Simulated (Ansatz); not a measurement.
A run of Ansatz 0.2.0 is set up as follows.

Contents of input.yaml:

```yaml
crystal:
  lattice:
    - [0.0, 2.753244, 2.753244]
    - [2.753244, 0.0, 2.753244]
    - [2.753244, 2.753244, 0.0]
  atoms:
    - { symbol: Cd, position: [0.0, 0.0, 0.0] }
    - { symbol: S, position: [0.5, 0.5, 0.5] }
hamiltonian:
  xc: pbesol
  pseudopotentials: { kind: paw }
kpoints:
  mp_grid: { grid: [6, 6, 6] }
  band_path:
    path:
      - [[0.0, 0.0, 0.0], [0.5, 0.0, 0.5], [0.5, 0.25, 0.75], [0.375, 0.375, 0.75], [0.0, 0.0, 0.0], [0.5, 0.5, 0.5], [0.625, 0.25, 0.625], [0.5, 0.25, 0.75], [0.5, 0.5, 0.5], [0.375, 0.375, 0.75]]
      - [[0.625, 0.25, 0.625], [0.5, 0.0, 0.5]]
    npoints: 14
scf:
  occupations: { method: fermi_dirac, width: 0.05 }
  n_extra_bands: 6
output:
  forces: true
  stress: true
  eigenvalues: true
  fatbands: true
```

Potentials or basis: Ansatz PAW.

The run is started by

```sh
$ ansatz run input.yaml --threads 2 --pin off --max-ram 5632MiB --backend cpu --events-out ev --progress --plain --runs-dir out
```

Task: Predict the band gap along the path.

Result: 0.14 eV, indirect (least direct gap 1.44 eV).

Task: Estimate the pressure.

Result: -4.4 GPa.

Levels at the corners of the path, in eV from the valence-band top:
```csv
point,band 11,band 12,band 13,band 14,band 15,band 16
Γ,-0.73,-0.73,-0.73,0.71,9.08,9.08
X,-4.18,-2.10,-2.10,0.14,5.91,9.57
W,-3.16,-3.16,-2.85,3.29,6.55,7.48
K,-3.59,-3.49,-1.37,2.00,6.44,8.43
Γ,-0.73,-0.73,-0.73,0.71,9.08,9.08
L,-4.81,0.00,0.00,3.35,5.78,5.78
U,-3.59,-3.49,-1.37,2.00,6.44,8.43
W,-3.16,-3.16,-2.85,3.29,6.55,7.48
L,-4.81,0.00,0.00,3.35,5.78,5.78
K,-3.59,-3.49,-1.37,2.00,6.44,8.43
U,-3.59,-3.49,-1.37,2.00,6.44,8.43
X,-4.18,-2.10,-2.10,0.14,5.91,9.57
```

Caveat: the PAW data sets come from PBE, with cores solved anew for the run's functional, which leaves a small shift of forces and pressure.
